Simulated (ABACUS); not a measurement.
# BAs (F-43m) in ABACUS: further runs

Runs on BAs. Level: PBE. Tasks: equation of state.

Program: ABACUS 3.10.1. These are calculated values, not measurements. Logs are shortened: lines on timing, memory, paths and dates and some standing lists are left out, and cuts for length are marked.

## 1. The crystal as given

The structure is cubic, space group F-43m (No. 216). The conventional cell has a = 4.777 Å, b = 4.777 Å, c = 4.777 Å, α = 90.00°, β = 90.00°, γ = 90.00°. Around As (site symmetry -43m) lie 4 B at 2.07 Å. Around B (site symmetry -43m) lie 4 As at 2.07 Å.

## 2. Equation of state, PBE, 12.81 Å³/atom (volume scaled by 0.94)

INPUT

```
INPUT_PARAMETERS
suffix              BAs
calculation         scf
basis_type          lcao
pseudo_dir          ./
orbital_dir         ./
symmetry            1
dft_functional      pbe
ecutwfc             100
pseudo_rcut         10
nspin               1
nbands              13
ks_solver           genelpa
smearing_method     fd
smearing_sigma      0.00367493
scf_thr             1e-07
scf_nmax            100
mixing_type         broyden
mixing_beta         0.7
cal_force           1
cal_stress          1
out_mul             1
```

STRU

```
ATOMIC_SPECIES
As 74.9216 As.upf
B 10.8100 B.upf

NUMERICAL_ORBITAL
As_confined-atom_7au_1s1p1d.orb
B_confined-atom_7au_1s1p.orb

LATTICE_CONSTANT
1.8897261246

LATTICE_VECTORS
0.0000000000 2.3397414207 2.3397414207
2.3397414207 0.0000000000 2.3397414207
2.3397414207 2.3397414207 0.0000000000

ATOMIC_POSITIONS
Direct

As
0.0
1
0.7500000000 0.7500000000 0.7500000000 1 1 1

B
0.0
1
0.0000000000 0.0000000000 0.0000000000 1 1 1
```

KPT

```
K_POINTS
0
Gamma
10 10 10 0 0 0
```

Potentials or basis: PseudoDojo NC SR 0.4.1 PBE standard, SZ LCAO (the cutoffs set its grid).

Run with:

```sh
$ OMP_NUM_THREADS=1 mpirun -np 4 abacus > log
```

running log:

```text
ABACUS v3.10.1

               Atomic-orbital Based Ab-initio Computation at UStc

 ------------------------------------------------------------------------------------

 READING GENERAL INFORMATION
                           global_out_dir = OUT.BAs/
                           global_in_card = INPUT
                               pseudo_dir = ./
                              orbital_dir = ./
                                    DSIZE = 4
                                    GSIZE = 1

 READING UNITCELL INFORMATION
                                    ntype = 2
                  lattice constant (Bohr) = 1.88973
              lattice constant (Angstrom) = 1

 READING ATOM TYPE 1
                               atom label = As
                      L=0, number of zeta = 1
                      L=1, number of zeta = 1
                      L=2, number of zeta = 1
             number of atom for this type = 1

 READING ATOM TYPE 2
                               atom label = B
                      L=0, number of zeta = 1
                      L=1, number of zeta = 1
             number of atom for this type = 1

                        TOTAL ATOM NUMBER = 2
DIRECT COORDINATES
    atom                   x                   y                   z     mag                  vx                  vy                  vz
taud_As1            0.7500000000        0.7500000000        0.7500000000  0.0000        0.0000000000        0.0000000000        0.0000000000
taud_B1            0.0000000000        0.0000000000        0.0000000000  0.0000        0.0000000000        0.0000000000        0.0000000000

                          Volume (Bohr^3) = 172.874
                             Volume (A^3) = 25.6173

 Lattice vectors: (Cartesian coordinate: in unit of a_0)
                   +0            +2.33974            +2.33974
             +2.33974                  +0            +2.33974
             +2.33974            +2.33974                  +0
 Reciprocal vectors: (Cartesian coordinate: in unit of 2 pi/a_0)
            -0.213699           +0.213699           +0.213699
            +0.213699           -0.213699           +0.213699
            +0.213699           +0.213699           -0.213699
 The esolver type has been set to : ksdft_lcao

                PAO radial cut off (Bohr) = 10

 Read in pseudopotential file is As.upf
                     pseudopotential type = NC
          exchange-correlation functional = PBE
                 nonlocal core correction = 1
                        valence electrons = 15
                                     lmax = 2
                           number of zeta = 3
                     number of projectors = 6
                           L of projector = 0
                           L of projector = 0
                           L of projector = 1
                           L of projector = 1
                           L of projector = 2
                           L of projector = 2
                PAO radial cut off (Bohr) = 10

 Read in pseudopotential file is B.upf
                     pseudopotential type = NC
          exchange-correlation functional = PBE
                 nonlocal core correction = 1
                        valence electrons = 3
                                     lmax = 1
                           number of zeta = 2
                     number of projectors = 4
                           L of projector = 0
                           L of projector = 0
                           L of projector = 1
                           L of projector = 1
     initial pseudo atomic orbital number = 13

 SETUP THE ELECTRONS NUMBER
            electron number of element As = 15
      total electron number of element As = 15
             electron number of element B = 3
       total electron number of element B = 3
            AUTOSET number of electrons:  = 18
                           occupied bands = 9
                                   NLOCAL = 13
                                   NBANDS = 13
                                   NBANDS = 13
                                   NLOCAL = 13

%%%%%%%%%%%%%%%%%%%%%%%%%%%%%%%%%%%%%%%%%%%%%%%%%%%%%%%%%%%%%%%%%%%%%%%%%%%%%%%%%%%%%%%%%%%%%%%%%%%%%%%%%%
 Warning: the number of valence electrons in pseudopotential > 5 for As: [Ar] 3d10 4s2 4p3
 Pseudopotentials with additional electrons can yield (more) accurate outcomes, but may be less efficient.
 If you're confident that your chosen pseudopotential is appropriate, you can safely ignore this warning.
[... 94 lines left out ...]
                               nkstot_ibz = 47
K-POINTS REDUCTION ACCORDING TO SYMMETRY
     IBZ    DIRECT_X    DIRECT_Y    DIRECT_Z  WEIGHT  ibz2bz
       1  0.00000000  0.00000000  0.00000000  0.0010       0
       2  0.10000000  0.10000000  0.10000000  0.0080       1
       3  0.20000000  0.20000000  0.20000000  0.0080       2
       4  0.30000000  0.30000000  0.30000000  0.0080       3
       5  0.40000000  0.40000000  0.40000000  0.0080       4
       6  0.50000000  0.50000000  0.50000000  0.0040       5
[... 22 lines left out ...]
      29  0.50000000  0.50000000  0.10000000  0.0240      45
      30 -0.20000000  0.40000000  0.40000000  0.0120      46
[... 17 further k points ...]

                               nkstot now = 47
[... K-POINTS DIRECT COORDINATES: 47 rows ...]

           k-point number in this process = 47
       minimum distributed K point number = 47
[... stars of the k points ...]

[... K-POINTS CARTESIAN COORDINATES: 47 rows ...]

[... K-POINTS DIRECT COORDINATES: 47 rows ...]

 SETUP PLANE WAVES FOR WAVE FUNCTIONS
     energy cutoff for wavefunc (unit:Ry) = 100
              fft grid for wave functions = [ 40, 40, 40 ]
                    number of plane waves = 3839
                         number of sticks = 313

 PARALLEL PW FOR WAVE FUNCTIONS
     PROC   COLUMNS(POT)             PW
        1             78            959
        2             78            959
        3             79            963
        4             78            958
 --------------- sum -------------------
        4            313           3839

 SET NONLOCAL PSEUDOPOTENTIAL PROJECTORS
 SET NONLOCAL PSEUDOPOTENTIAL PROJECTORS
 max number of nonlocal projetors among all species is 6

 -------------------------------------------
 SELF-CONSISTENT
 -------------------------------------------

 SETUP SEARCHING RADIUS FOR PROGRAM TO SEARCH ADJACENT ATOMS
                  longest orb rcut (Bohr) = 7
   longest nonlocal projector rcut (Bohr) = 1.82
                     search radius (Bohr) = 17.6
              searching radius is (Bohr)) = 17.6
         searching radius unit is (Bohr)) = 1.89
                         PeriodicBoundary = 1
                        Radius(unit:lat0) = 9.34
                                   glayer = [ 5, 5, 5 ]
                             glayer_minus = [ 4, 4, 4 ]

Find the coordinate range of the input atom(unit:lat0).
                                  min_tau = [ -18.7, -18.7, -18.7 ]
                                  max_tau = [ 22.2, 22.2, 22.2 ]
                                BoxNumber = [ 9, 9, 9 ]

 SETUP EXTENDED REAL SPACE GRID FOR GRID INTEGRATION
                          real space grid = [ 40, 40, 40 ]
                 big cell numbers in grid = [ 8, 8, 8 ]
             meshcell numbers in big cell = [ 5, 5, 5 ]
                        extended fft grid = [ 11, 11, 11 ]
                dimension of extened grid = [ 31, 31, 31 ]
                            UnitCellTotal = 125
              Atom number in sub-FFT-grid = 2
    Local orbitals number in sub-FFT-grid = 13
                                ParaV.nnr = 3651
                                 init_chg = atomic

 LCAO ALGORITHM --------------- ION=   1  ELEC=   1--------------------------------

 Density error is 0.0628734044183
----------------------------------------------------------
     Energy           Rydberg                 eV
----------------------------------------------------------
 E_KohnSham     -217.8789349671      -2964.3949897245
 E_Harris       -219.5158525562      -2986.6663960916
 E_Fermi        1.0149893364         13.8096383844
----------------------------------------------------------
[... 58 lines left out ...]
 Density error is 7.23435426333e-08
----------------------------------------------------------
     Energy           Rydberg                 eV
----------------------------------------------------------
 E_KohnSham     -217.9053886495      -2964.7549105372
 E_KS(sigma->0) -217.9053886495      -2964.7549105372
 E_Harris       -217.9053882392      -2964.7549049555
 E_band         -14.7024433964       -200.0370047140
 E_one_elec     -97.1535812349       -1321.8422859005
 E_Hartree      58.7536502325        799.3844214607
 E_xc           -50.0200335239       -680.5574700761
 E_Ewald        -129.4854241231      -1761.7395760213
 E_entropy(-TS) -0.0000000000        -0.0000000000
 E_descf        0.0000000000         0.0000000000
 E_exx          0.0000000000         0.0000000000
 E_Fermi        1.0376926301         14.1185325420
----------------------------------------------------------

 charge density convergence is achieved
 final etot is -2964.7549105 eV
 EFERMI = 14.118532542 eV

 STATE ENERGY(eV) AND OCCUPATIONS    NSPIN == 1
 1/47 kpoint (Cartesian) = 0.0000 0.0000 0.0000 (722 pws)
       1       -24.3270     0.00200000
       2       -24.3270     0.00200000
       3       -24.3270     0.00200000
       4       -24.2849     0.00200000
       5       -24.2849     0.00200000
       6       -3.73425     0.00200000
       7        12.2918     0.00200000
       8        12.2918     0.00200000
       9        12.2918     0.00200000
      10        16.2657    4.47356e-22
      11        16.2657    4.47356e-22
      12        16.2657    4.47356e-22
      13        19.3625    5.65135e-49
[... 61 lines left out ...]
 6/47 kpoint (Cartesian) = 0.10685 0.10685 0.10685 (743 pws)
       1       -24.3221     0.00800000
       2       -24.3181     0.00800000
       3       -24.3181     0.00800000
       4       -24.2831     0.00800000
       5       -24.2831     0.00800000
       6      -0.704743     0.00800000
       7        3.15801     0.00800000
       8        10.2070     0.00800000
       9        10.2070     0.00800000
      10        17.4138    1.90994e-31
      11        19.2394    2.65595e-47
      12        19.2394    2.65595e-47
      13        26.8688        0.00000

[... levels at 41 further k points ...]

 correction force for each atom along direction 1 is 0.0327746
 correction force for each atom along direction 2 is 0.0123342
 correction force for each atom along direction 3 is 0.0248102
------------------------------------------------------------------------------------------
 TOTAL-FORCE (eV/Angstrom)
------------------------------------------------------------------------------------------
                       As1         0.0000000000         0.0000000000         0.0000000000
                        B1         0.0000000000         0.0000000000         0.0000000000
------------------------------------------------------------------------------------------

----------------------------------------------------------------
 TOTAL-STRESS (KBAR)
----------------------------------------------------------------
       230.6241946661         0.0000000000         0.0000000000
        -0.0000000000       230.6241946661        -0.0000000000
         0.0000000000         0.0000000000       230.6241946661
----------------------------------------------------------------
 TOTAL-PRESSURE: 230.624195 KBAR

 --------------------------------------------
 !FINAL_ETOT_IS -2964.7549105372477243 eV
 --------------------------------------------
```

It took 1.4 s on 4 MPI ranks of INTEL XEON PLATINUM 8581C at 2.10GHz (Emerald Rapids), shared host; peak memory 0.4 GiB.

These settings aren't checked as converged: the numbers below hold their error.

What came out:

```yaml
Free_energy: -2964.7549 eV
Pressure: 23.1 GPa
Band_gap_on_the_k_mesh: 3.05 eV, indirect (least direct gap 3.97 eV)
Mulliken_charges: As +0.48; B -0.48 e
```

Caveat: the atomic orbitals were generated for these runs and aren't a published set; Mulliken charges move with the basis; the basis of atomic orbitals isn't converged, which shifts pressures, moduli and gaps.

## 3. Equation of state, PBE, 13.08 Å³/atom (volume scaled by 0.96)

INPUT is that of step 2.

STRU: that of step 2 with these lines changed.

```diff
@@ -12,5 +12,5 @@
 LATTICE_VECTORS
-0.0000000000 2.3397414207 2.3397414207
-2.3397414207 0.0000000000 2.3397414207
-2.3397414207 2.3397414207 0.0000000000
+0.0000000000 2.3562190158 2.3562190158
+2.3562190158 0.0000000000 2.3562190158
+2.3562190158 2.3562190158 0.0000000000
```

KPT is that of step 2.

Potentials or basis: PseudoDojo NC SR 0.4.1 PBE standard, SZ LCAO (the cutoffs set its grid).

Run with:

```sh
$ OMP_NUM_THREADS=1 mpirun -np 4 abacus > log
```

Run time: 1.8 s. Hardware: 4 MPI ranks of INTEL XEON PLATINUM 8581C at 2.10GHz (Emerald Rapids), shared host; peak memory 0.4 GiB.

These settings aren't checked as converged: the numbers below hold their error.

Results:

```yaml
Free_energy: -2964.8262 eV
Pressure: 18.9 GPa
Band_gap_on_the_k_mesh: 3.03 eV, indirect (least direct gap 3.94 eV)
Mulliken_charges: As +0.47; B -0.47 e
```

Caveat: the atomic orbitals were generated for these runs and aren't a published set; Mulliken charges move with the basis; the basis of atomic orbitals isn't converged, which shifts pressures, moduli and gaps.

## 4. Equation of state, PBE, 13.35 Å³/atom (volume scaled by 0.98)

INPUT is that of step 3.

STRU: that of step 3 with these lines changed.

```diff
@@ -12,5 +12,5 @@
 LATTICE_VECTORS
-0.0000000000 2.3562190158 2.3562190158
-2.3562190158 0.0000000000 2.3562190158
-2.3562190158 2.3562190158 0.0000000000
+0.0000000000 2.3724693156 2.3724693156
+2.3724693156 0.0000000000 2.3724693156
+2.3724693156 2.3724693156 0.0000000000
```

KPT is that of step 3.

Run with:

```sh
$ OMP_NUM_THREADS=1 mpirun -np 4 abacus > log
```

It took 1.7 s on 4 MPI ranks of INTEL XEON PLATINUM 8581C at 2.10GHz (Emerald Rapids), shared host; peak memory 0.4 GiB.

The run converged, but some of its settings lie outside the range that counts as converged, so its numbers aren't taken as properties of the crystal.

What came out:

| Property | Result |
| --- | --- |
| Free energy | -2964.8836 eV |
| Pressure | 15.1 GPa |
| Band gap on the k mesh | 3.00 eV, indirect (least direct gap 3.90 eV) |
| Mulliken charges | As +0.46; B -0.46 e |

Caveat: the atomic orbitals were generated for these runs and aren't a published set; Mulliken charges move with the basis; the basis of atomic orbitals isn't converged, which shifts pressures, moduli and gaps.

## 5. Equation of state, PBE, 13.63 Å³/atom

INPUT is that of step 4.

STRU: that of step 4 with these lines changed.

```diff
@@ -12,5 +12,5 @@
 LATTICE_VECTORS
-0.0000000000 2.3724693156 2.3724693156
-2.3724693156 0.0000000000 2.3724693156
-2.3724693156 2.3724693156 0.0000000000
+0.0000000000 2.3885000000 2.3885000000
+2.3885000000 0.0000000000 2.3885000000
+2.3885000000 2.3885000000 0.0000000000
```

KPT is that of step 4.

Run with:

```sh
$ OMP_NUM_THREADS=1 mpirun -np 4 abacus > log
```

It took 1.7 s on 4 MPI ranks of INTEL XEON PLATINUM 8581C at 2.10GHz (Emerald Rapids), shared host; peak memory 0.4 GiB.

The run converged, but some of its settings lie outside the range that counts as converged, so its numbers aren't taken as properties of the crystal.

What came out:

```yaml
Free_energy: -2964.9290 eV
Pressure: 11.6 GPa
Band_gap_on_the_k_mesh: 2.98 eV, indirect (least direct gap 3.86 eV)
Mulliken_charges: As +0.44; B -0.44 e
```

Caveat: the atomic orbitals were generated for these runs and aren't a published set; Mulliken charges move with the basis; the basis of atomic orbitals isn't converged, which shifts pressures, moduli and gaps.

## 6. Equation of state, PBE, 13.90 Å³/atom (volume scaled by 1.02)

INPUT is that of step 5.

STRU: that of step 5 with these lines changed.

```diff
@@ -12,5 +12,5 @@
 LATTICE_VECTORS
-0.0000000000 2.3885000000 2.3885000000
-2.3885000000 0.0000000000 2.3885000000
-2.3885000000 2.3885000000 0.0000000000
+0.0000000000 2.4043183418 2.4043183418
+2.4043183418 0.0000000000 2.4043183418
+2.4043183418 2.4043183418 0.0000000000
```

KPT is that of step 5.

Potentials or basis: PseudoDojo NC SR 0.4.1 PBE standard, SZ LCAO (the cutoffs set its grid).

Run with:

```sh
$ OMP_NUM_THREADS=1 mpirun -np 4 abacus > log
```

Wall time 1.7 s (4 MPI ranks of INTEL XEON PLATINUM 8581C at 2.10GHz (Emerald Rapids), shared host); peak memory 0.4 GiB.

These settings aren't checked as converged: the numbers below hold their error.

Results:

```
Free energy            : -2964.9632 eV
Pressure               : 8.5 GPa
Band gap on the k mesh : 2.96 eV, indirect (least direct gap 3.83 eV)
Mulliken charges       : As +0.43; B -0.43 e
```

Caveat: the atomic orbitals were generated for these runs and aren't a published set; Mulliken charges move with the basis; the basis of atomic orbitals isn't converged, which shifts pressures, moduli and gaps.

## 7. Equation of state, PBE, 14.17 Å³/atom (volume scaled by 1.04)

INPUT is that of step 6.

STRU: that of step 6 with these lines changed.

```diff
@@ -12,5 +12,5 @@
 LATTICE_VECTORS
-0.0000000000 2.4043183418 2.4043183418
-2.4043183418 0.0000000000 2.4043183418
-2.4043183418 2.4043183418 0.0000000000
+0.0000000000 2.4199312360 2.4199312360
+2.4199312360 0.0000000000 2.4199312360
+2.4199312360 2.4199312360 0.0000000000
```

KPT is that of step 6.

Run with:

```sh
$ OMP_NUM_THREADS=1 mpirun -np 4 abacus > log
```

It took 1.6 s on 4 MPI ranks of INTEL XEON PLATINUM 8581C at 2.10GHz (Emerald Rapids), shared host; peak memory 0.4 GiB.

The run converged, but some of its settings lie outside the range that counts as converged, so its numbers aren't taken as properties of the crystal.

Results:

```
Free energy            : -2964.9870 eV
Pressure               : 5.7 GPa
Band gap on the k mesh : 2.93 eV, indirect (least direct gap 3.79 eV)
Mulliken charges       : As +0.42; B -0.42 e
```

Caveat: the atomic orbitals were generated for these runs and aren't a published set; Mulliken charges move with the basis; the basis of atomic orbitals isn't converged, which shifts pressures, moduli and gaps.

## 8. Equation of state, PBE, 14.44 Å³/atom (volume scaled by 1.06)

INPUT is that of step 7.

STRU: that of step 7 with these lines changed.

```diff
@@ -12,5 +12,5 @@
 LATTICE_VECTORS
-0.0000000000 2.4199312360 2.4199312360
-2.4199312360 0.0000000000 2.4199312360
-2.4199312360 2.4199312360 0.0000000000
+0.0000000000 2.4353452264 2.4353452264
+2.4353452264 0.0000000000 2.4353452264
+2.4353452264 2.4353452264 0.0000000000
```

KPT is that of step 7.

Run with:

```sh
$ OMP_NUM_THREADS=1 mpirun -np 4 abacus > log
```

Run time: 1.6 s. Hardware: 4 MPI ranks of INTEL XEON PLATINUM 8581C at 2.10GHz (Emerald Rapids), shared host; peak memory 0.4 GiB.

The run converged, but some of its settings lie outside the range that counts as converged, so its numbers aren't taken as properties of the crystal.

Results:

```
Free energy            : -2965.0020 eV
Pressure               : 3.1 GPa
Band gap on the k mesh : 2.91 eV, indirect (least direct gap 3.76 eV)
Mulliken charges       : As +0.41; B -0.41 e
```

Caveat: the atomic orbitals were generated for these runs and aren't a published set; Mulliken charges move with the basis; the basis of atomic orbitals isn't converged, which shifts pressures, moduli and gaps.

## 9. Equation of state, PBE

Potentials or basis: PseudoDojo NC SR 0.4.1 PBE standard, SZ LCAO (the cutoffs set its grid).

No new run: the results of the series are fitted here.

The run converged, but some of its settings lie outside the range that counts as converged, so its numbers aren't taken as properties of the crystal.

What came out:

```
Equilibrium volume : 14.81 Å³/atom (rough: see the caveat)
Bulk modulus       : 117 GPa (rough)
```

Caveat: the atomic orbitals were generated for these runs and aren't a published set; the minimum lies outside the volumes run; the basis of atomic orbitals isn't converged, which shifts pressures, moduli and gaps.
